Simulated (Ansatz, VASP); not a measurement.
One calculation of AlN, two programs

```
CELL_PARAMETERS angstrom
3.11100 0.00000 0.00000
-1.55550 2.69421 0.00000
0.00000 0.00000 5.01089
ATOMIC_POSITIONS crystal
Al 0.33333 0.66667 0.00067
Al 0.66667 0.33333 0.50067
N 0.33333 0.66667 0.38133
N 0.66667 0.33333 0.88133
```

Alike in both runs: functional LDA; k mesh 8 × 8 × 5; occupations gaussian, width 0.05 eV; no spin polarisation.

Ansatz relaxed the structure, and its values are those at the end. VASP's run is a single point on that final structure, the one shown.

```csv
,VASP,Ansatz
version,VASP 6.6.1,Ansatz 0.2.0
potentials or method,"VASP PAW LDA potentials, release 64 (Al, N)","scalar-relativistic, plane waves, PAW"
plane-wave cutoff (eV),520,420
valence electrons in the cell,16,16
```

```csv
,VASP,Ansatz,Ansatz less VASP
pressure (GPa),-5.0,-5.5,-0.54
```

Ansatz warned: «stress_scf_threshold_loose».
